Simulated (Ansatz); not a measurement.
# GaSb: the cost of one run

The runs shown are made with Ansatz 0.2.0. PAW datasets, plane waves, zero pressure. These are computed values for a spin-unpolarised cell that may be hypothetical; none is a measurement.

## (1) The system as given

This is the cell as the run starts from it, not yet at rest; its lengths are not the crystal's.

Space group Fm-3m (No. 225), cubic; conventional cell a = 5.539 Å, 21.24 Å³ an atom. Around Ga lie 6 Sb at 2.77 Å; around Sb lie 6 Ga at 2.77 Å.

Coordinates:

```cif
data_structure
_symmetry_space_group_name_H-M 'P 1'
_symmetry_Int_Tables_number 1
_cell_length_a 3.9168
_cell_length_b 3.9168
_cell_length_c 3.9168
_cell_angle_alpha 60.000
_cell_angle_beta 60.000
_cell_angle_gamma 60.000
_cell_volume 42.49
loop_
_atom_site_label
_atom_site_type_symbol
_atom_site_fract_x
_atom_site_fract_y
_atom_site_fract_z
_atom_site_occupancy
Ga1 Ga 0.00000 0.00000 0.00000 1
Sb1 Sb 0.50000 0.50000 0.50000 1
```

## (2) PBE: cell and atoms

Contents of input.yaml:

```yaml
crystal:
  lattice:
    - [0.0, 2.769588, 2.769588]
    - [2.769588, 0.0, 2.769588]
    - [2.769588, 2.769588, 0.0]
  atoms:
    - { symbol: Ga, position: [0.0, 0.0, 0.0] }
    - { symbol: Sb, position: [0.5, 0.5, 0.5] }
kpoints:
  mp_grid: { grid: [8, 8, 8] }
hamiltonian:
  xc: pbe
scf:
  occupations: { method: fermi_dirac, width: 0.02 }
relax:
  f_tol: 0.005
  cell: {}
output:
  write_density: true
  write_potential: true
  elf: true
  volumetric_format: npy
```

The run is started by

```console
$ ansatz run input.yaml --threads 2 --pin off --max-ram 2211MiB --backend cpu --events-out ev --progress --plain --runs-dir out
```

Q: Estimate wall time and peak memory on 2 threads of Arm Neoverse V1, shared host.

About 3.9 s, with a peak of 0.35 GiB.
